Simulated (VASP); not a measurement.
# Settings for SrCl₂: band structure

SrCl₂, Fm-3m (no. 225), 3 atoms in the cell. LDA; PAW potentials Sr_sv, Cl (LDA set). VASP 6.6.1.

Wanted: band energies at the path's corners within 0.02 eV; smallest gap over path and mesh within 0.01 eV.

What the run is for: bands; Accuracy asked: standard; Route: fixed density (ICHARG 11).

Band energies at the path's corners: counted from the valence top.

POSCAR:
```
SrCl2
1.0
    0.0000000000      3.4883500000      3.4883500000
    3.4883500000      0.0000000000      3.4883500000
    3.4883500000      3.4883500000      0.0000000000
Sr Cl
1 2
Direct
    0.0000000000      0.0000000000      0.0000000000
    0.7500000000      0.7500000000      0.7500000000
    0.2500000000      0.2500000000      0.2500000000
```

The series start from Plane-wave cutoff (eV): 300; k-point mesh: 5 × 5 × 5; k points a path segment: 12; Electronic threshold (eV): 1e-6; Precision mode (PREC): Accurate; Bands in all (NBANDS): 25. Each series keeps the choices made before it, and each single choice may use up half of a tolerance. Times cover all steps of a run.

## Plane-wave cutoff (eV)

| Plane-wave cutoff (eV) | Band energies at the path's corners, largest deviation (eV) | Smallest gap over path and mesh (eV) | Time (s) |
|---|---|---|---|
| 210 | 0.041 | 4.854 | 39 |
| 260 | 0.008 | 4.877 | 61 |
| 300 | 0.003 | 4.882 | 53 |
| 340 | 0.003 | 4.882 | 74 |
| 420 | 0.002 | 4.883 | 119 |
| 520 (reference) | 0.000 | 4.885 | 158 |

Chosen: 300, the loosest value from which every tighter one stays within half of the tolerance.

## k-point mesh

| k-point mesh | Band energies at the path's corners, largest deviation (eV) | Smallest gap over path and mesh (eV) | Time (s) |
|---|---|---|---|
| 2 × 2 × 2 | 0.023 | 4.869 | 58 |
| 3 × 3 × 3 | 0.001 | 4.882 | 49 |
| 4 × 4 × 4 | 0.000 | 4.882 | 53 |
| 5 × 5 × 5 | 0.000 | 4.882 | 53 |
| 6 × 6 × 6 | 0.000 | 4.882 | 63 |
| 7 × 7 × 7 (reference) | 0.000 | 4.882 | 58 |

Chosen: 3 × 3 × 3.

## Electronic threshold (eV)

| Electronic threshold (eV) | Band energies at the path's corners, largest deviation (eV) | Smallest gap over path and mesh (eV) | Time (s) |
|---|---|---|---|
| 0.001 | 0.004 | 4.869 | 22 |
| 0.0001 | 0.001 | 4.882 | 24 |
| 1e-5 | 0.000 | 4.882 | 28 |
| 1e-6 | 0.000 | 4.882 | 25 |
| 1e-7 (reference) | 0.000 | 4.883 | 32 |

Chosen: 0.0001.

## Precision mode (PREC)

| Precision mode (PREC) | Band energies at the path's corners, largest deviation (eV) | Smallest gap over path and mesh (eV) | Time (s) |
|---|---|---|---|
| SingleN | 0.001 | 4.883 | 17 |
| Normal | 0.000 | 4.882 | 17 |
| Accurate (reference) | 0.000 | 4.882 | 24 |

Chosen: SingleN.

## Bands in all (NBANDS)

| Bands in all (NBANDS) | Band energies at the path's corners, largest deviation (eV) | Smallest gap over path and mesh (eV) | Time (s) |
|---|---|---|---|
| 14 | 0.051 | 4.883 | 9.5 |
| 15 | 0.017 | 4.883 | 9.8 |
| 16 | 0.001 | 4.883 | 10 |
| 18 | 0.000 | 4.882 | 12 |
| 25 | 0.000 | 4.883 | 17 |
| 35 (reference) | 0.000 | 4.882 | 20 |

Chosen: 16.

Also changed on the way, by series that aren't shown: k points a path segment: 5.

## All choices together

| Input | Band energies at the path's corners, largest deviation (eV) | Smallest gap over path and mesh (eV) | Time (s) |
|---|---|---|---|
| the program's defaults (naive) | 0.008 | 4.877 | 23 |
| chosen settings | 0.004 | 4.883 | 10 |
| reference settings throughout | 0.000 | 4.886 | 641 |

The tolerance is met.

## The input

INCAR.step1:
```
ALGO = Normal ; EDIFF = 1E-4
EFERMI = MIDGAP ; ENCUT = 300
GGA = CA ; GGA_COMPAT = F
ISMEAR = 0 ; LASPH = T
LCHARG = T ; LREAL = F
LWAVE = F ; NBANDS = 16
NELM = 120 ; PREC = SingleN
SIGMA = 0.03
```

INCAR.step2, as INCAR.step1 but for:
```
- LCHARG = T
+ ICHARG = 11
+ LCHARG = F
```

KPOINTS.step1:
```
Automatic mesh
0
Gamma
  3 3 3
  0 0 0
```

KPOINTS.step2:
```
path GXWKGLUWLK,UX
5
line-mode
reciprocal
 0.0000000000  0.0000000000  0.0000000000  G
 0.5000000000  0.0000000000  0.5000000000  X

 0.5000000000  0.0000000000  0.5000000000  X
 0.5000000000  0.2500000000  0.7500000000  W

 0.5000000000  0.2500000000  0.7500000000  W
 0.3750000000  0.3750000000  0.7500000000  K

 0.3750000000  0.3750000000  0.7500000000  K
 0.0000000000  0.0000000000  0.0000000000  G

 0.0000000000  0.0000000000  0.0000000000  G
 0.5000000000  0.5000000000  0.5000000000  L

 0.5000000000  0.5000000000  0.5000000000  L
 0.6250000000  0.2500000000  0.6250000000  U

 0.6250000000  0.2500000000  0.6250000000  U
 0.5000000000  0.2500000000  0.7500000000  W

 0.5000000000  0.2500000000  0.7500000000  W
 0.5000000000  0.5000000000  0.5000000000  L

 0.5000000000  0.5000000000  0.5000000000  L
 0.3750000000  0.3750000000  0.7500000000  K

 0.6250000000  0.2500000000  0.6250000000  U
 0.5000000000  0.0000000000  0.5000000000  X
```

Commands (each step's output is kept before the next begins):
```
cat potpaw_LDA.64/Sr_sv/POTCAR potpaw_LDA.64/Cl/POTCAR > POTCAR
cp INCAR.step1 INCAR
cp KPOINTS.step1 KPOINTS
mpirun -np 1 vasp_std > vasp.out
cp INCAR.step2 INCAR
cp KPOINTS.step2 KPOINTS
mpirun -np 1 vasp_std > vasp.out
```

The naive input happens to agree within the tolerance here, in 23 s.

Limits: LDA gaps are mostly well below measured ones.

The chosen input took VASP 6.6.1 10 s on 1 core (AMD EPYC 9R45 (Zen 5)), a shared host.

## An input that fails: fixed density asked without a density file

VASP's message: ERROR: charge density could not be read from file CHGCAR for ICHARG>10.

Changes against the starting input:
```
- LCHARG = True
- NELM = 120
+ LCHARG = False
+ NELM = 73
+ ICHARG = 11
```
